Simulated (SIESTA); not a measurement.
Runs of SIESTA 5.4.2 on PbF2 (Fluorocronite). It takes space group Fm-3m (No. 225, cubic). The conventional cell has a = 5.927 Å, b = 5.927 Å, c = 5.927 Å, α = 90.00°, β = 90.00°, γ = 90.00°. Pb (site symmetry m-3m) has 8 F at 2.57 Å as nearest neighbours. F (site symmetry -43m) is surrounded by 4 Pb at 2.57 Å. 

```tsv
task	potentials or basis	cell	optimiser	force tolerance	energy shift	gap on the mesh (eV)	pressure (GPa)	V0 of scaled cells (Å³/atom)	B0 (GPa)
band structure	PseudoDojo 0.4 standard (PBE files), TZP (energy shift 0.002 Ry)	as given	-	-	0.002 Ry	4.36	(b)	-	-
equation of state	PseudoDojo 0.4 standard (PBE files), TZP (energy shift 0.002 Ry)	as given	-	-	0.002 Ry	-	-	18.04	70
equation of state	PseudoDojo 0.4 standard (PBE files), DZP (energy shift 0.002 Ry)	as given	-	-	0.002 Ry	-	-	18.04	(a)
band structure	PseudoDojo 0.4 standard (PBE files), TZDP (energy shift 0.01 Ry)	as given	-	-	0.01 Ry	4.37	0.6	-	-
relaxation of cell and atoms	PseudoDojo 0.4 standard (PBE files), TZDP (energy shift 0.01 Ry)	relaxed	CG	0.04 eV/Å	0.01 Ry	4.37	0.0	-	-
```

Alike in all rows: level PBE; no spin polarisation; k mesh 8 × 8 × 8; smearing fermi-dirac 0.05 eV; grid cutoff 800 Ry.

Estimate the missing entries.

(a) 71; (b) 3.0.

Caveats: semicore shells carry a single zeta, which can move pressures by several GPa and volumes by a few percent; the basis of atomic orbitals isn't converged, which shifts pressures, moduli and gaps; spin-orbit coupling is left out, which as a rule narrows the gap of such compounds by several tenths of an eV (some runs).

A k mesh can miss the band edges, and the runs leave out spin-orbit coupling on Pb.

Not every run made on this cell is shown here.
